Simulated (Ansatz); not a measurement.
## Pb: energy above lowest point and pressure against volume per atom

Results calculated with Ansatz 0.2.0 development build, not measured. Equation of state of a cubic crystal from periodic Kohn-Sham density functional theory without spin; pressure corrected for the finite basis.

Cell of the first row (space group Im-3m, No. 229):
```
Pb
1.0
     -1.9591     1.9591     1.9591
      1.9591    -1.9591     1.9591
      1.9591     1.9591    -1.9591
Pb
1
Direct
  0.00000 0.00000 0.00000
```

Settings of every row: formula Pb; structure type bcc; functional PBE; spin treatment none; k mesh 38x38x38; occupation method fermi-dirac; occupation width 0.061225619 eV; wave cutoff 420 eV; datasets soft-1 PAW; density cutoff ratio 4.

Limits: a cubic model structure, not a phase known at ambient conditions; no spin-orbit coupling with 6p elements.

```csv
row,volume per atom (Å³),energy above lowest point (meV/atom),pressure (GPa)
1,30.079,14.81,2.696
2,30.719,?,?
3,31.358,1.34,0.751
4,31.998,0,-0.066
5,32.639,1.74,-0.793
6,33.278,6.23,-1.442
7,33.918,13.16,-2.019
```

Question: what energy above lowest point and pressure should row 2 give?

Worked fit of energy above lowest point. Take u = (V_r/V)^(2/3) − 1 with V_r = 32.319 Å³ an atom, which is twice the finite (Eulerian) strain; such expansions in the strain, on which the Birch-Murnaghan equation of state is built, carry the rest volume and the bulk modulus. The shown rows have u = 0.04905, 0.02033, 0.00668, -0.00655, -0.01931, -0.03168. Least squares give energy above lowest point = 0.507 − 133.21 × u + 8504.1 × u² + 3195 × u³ meV/atom; a parabola predicts inner rows, each left out in turn, worse (root mean square 0.063 against 0.0048 meV/atom). All shown rows lie on it to the printed digit. Its lowest point lies at u = 0.0078, or V = 31.94 Å³ an atom, and the curvature there gives the bulk modulus at fixed shape and fractions, B = (4/9)(1 + u)² E″(u)/V = 38.8 GPa. The withheld row has u = 0.03443, so the fit gives 0.507 − 133.21 × (0.03443) + 8504.1 × (0.03443)² + 3195 × (0.03443)³ = 6.13 meV/atom.

The calculation gave 6.14 meV/atom. The fit lies 0.01 meV/atom (0.068 % of the column's range) below it, one unit of the last digit.

Worked fit of pressure. Take u = (V_r/V)^(2/3) − 1 with V_r = 32.319 Å³ an atom, which is twice the finite (Eulerian) strain; such expansions in the strain, on which the Birch-Murnaghan equation of state is built, carry the rest volume and the bulk modulus. The shown rows have u = 0.04905, 0.02033, 0.00668, -0.00655, -0.01931, -0.03168. Least squares give pressure = −0.4408 + 55.044 × u + 171.38 × u² + 207.9 × u³ GPa; a parabola predicts inner rows, each left out in turn, worse (root mean square 0.0043 against 0.0013 GPa). The rows lie off it by 0.000, 0.000, -0.001, 0.001, -0.001, 0.000. The pressure vanishes at u = 0.0078, or V = 31.94 Å³ an atom, and there the bulk modulus at fixed shape and fractions is B = −V dP/dV = (2/3)(1 + u) dP/du = 38.8 GPa. The withheld row has u = 0.03443, so the fit gives −0.4408 + 55.044 × (0.03443) + 171.38 × (0.03443)² + 207.9 × (0.03443)³ = 1.666 GPa.

The calculation gave 1.668 GPa. The fit lies 0.002 GPa (0.042 % of the column's range) below it; its largest miss of a shown row is 0.001 GPa.
